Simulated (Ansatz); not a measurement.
Predict the output of the script below (the Ansatz DFT code, driven from Python).

Script `run_fatbands.py`:
```python
"""Orbital character of the bands of TaS2."""

from dataclasses import dataclass
from pathlib import Path
import sys

import ansatz as az
import pandas as pd
from pymatgen.core import Lattice, Structure
from pymatgen.io.ase import AseAtomsAdaptor


@dataclass(frozen=True)
class Settings:
    xc: str = "PBE"
    cutoff: int = 550
    k_length: int = 20
    occupations: str = "Fermi-Dirac"
    width_ev: float = 0.1
    tolerance: float = 1e-08


cfg = Settings()

pmg_structure = Structure(
    Lattice([[3.35, 0.0, 0.0], [-1.675, 2.901185, 0.0], [0.0, 0.0, 5.86]]),
    ["Ta", "S", "S"],
    [
        [0.0, 0.0, 0.0],
        [1 / 3, 2 / 3, 0.25],
        [2 / 3, 1 / 3, 0.75],
    ],
)
crystal = az.Crystal.from_ase(AseAtomsAdaptor.get_atoms(pmg_structure))

points = {"G": (0.0, 0.0, 0.0), "M": (0.5, 0.0, 0.0), "K": (0.33333, 0.33333, 0.0), "A": (0.0, 0.0, 0.5), "L": (0.5, 0.0, 0.5), "H": (0.33333, 0.33333, 0.5)}
setup = (
    crystal.calculation()
    .functional(cfg.xc)
    .basis(cfg.cutoff)
    .kpoints(length=cfg.k_length)
    .occupations(cfg.occupations, width=cfg.width_ev)
    .scf(tolerance=cfg.tolerance)
    .band_structure(list(points.values()), intervals=1)
    .fat_bands()
)
try:
    done = setup.run()
except az.NonConvergedError as error:
    sys.exit(f"no convergence: {error}")
except az.RefusalError as error:
    sys.exit(f"input refused: {error}")
summary = done.report
file = Path(done.write_results("results")) / "fatbands.tsv"
names = file.read_text().splitlines()[0].lstrip("# ").split("\t")
table = pd.read_csv(file, sep="\t", comment="#", names=names)
near = table[table.e_minus_ef.abs() < 2]
for ik, label in enumerate(points):
    print(label)
    for _, row in near[near.ik == ik].iterrows():
        main = row[names[4:]].astype(float).nlargest(2)
        print(f"   band {int(row.band):3d} {row.e_minus_ef:7.3f} eV  " + ", ".join(f"{k} {v:.2f}" for k, v in main.items()))
```

Output of `python run_fatbands.py`:
```text
G
   band   9  -1.380 eV  s1_l1_3P 0.48, s2_l1_3P 0.48
   band  10  -0.834 eV  s1_l1_3P 0.49, s2_l1_3P 0.49
   band  11  -0.834 eV  s1_l1_3P 0.49, s2_l1_3P 0.49
   band  12   0.011 eV  ta0_l2_5D 0.95, s1_l1_3P 0.01
   band  13   0.011 eV  ta0_l2_5D 0.95, s1_l1_3P 0.01
   band  14   0.261 eV  ta0_l2_5D 0.65, s1_l1_3P 0.14
M
   band  12  -0.828 eV  ta0_l2_5D 0.64, s1_l1_3P 0.13
K
   band  12   1.153 eV  ta0_l2_5D 0.83, ta0_l0_6S 0.09
A
   band  10  -0.971 eV  s1_l1_3P 0.49, s2_l1_3P 0.49
   band  11  -0.971 eV  s1_l1_3P 0.49, s2_l1_3P 0.49
   band  12  -0.018 eV  ta0_l2_5D 0.95, s1_l1_3P 0.01
   band  13  -0.018 eV  ta0_l2_5D 0.95, s1_l1_3P 0.01
   band  14   1.223 eV  ta0_l2_5D 0.60, s1_l1_3P 0.13
L
   band  12  -1.265 eV  ta0_l2_5D 0.70, s1_l1_3P 0.12
H
   band  12   1.238 eV  ta0_l2_5D 0.86, ta0_l0_6S 0.07
   band  13   1.447 eV  ta0_l2_5D 0.67, s1_l1_3P 0.14
   band  14   1.447 eV  ta0_l2_5D 0.67, s1_l1_3P 0.14
```

What to keep in mind:
- The run is spin-unpolarised.
- The computed bands are complete only to about 4.0 eV above the Fermi level.
- The mesh is modest for a metal, so energies can be off by several to tens of meV an atom and pressures by half a GPa or more; differences at equal mesh fare better.
- The structure is a deposited one; some such entries were measured under pressure or heat, so a shift against it needn't be the functional's error alone.
- Gaps and levels are Kohn-Sham values on a finite set of k-points, without spin-orbit coupling.
- Energies are less the Fermi level and bands count from 0. Only the largest channels are printed, equivalent atoms hold more, and in degenerate sets the split between sites is arbitrary; shells that the potentials lack have no channel.
- Hardware and time: 3.1 s on 1 thread of Arm Neoverse V1 (shared host), peak memory 0.47 GiB.

(Lines on the test bed's own set-up are left out of the output.)
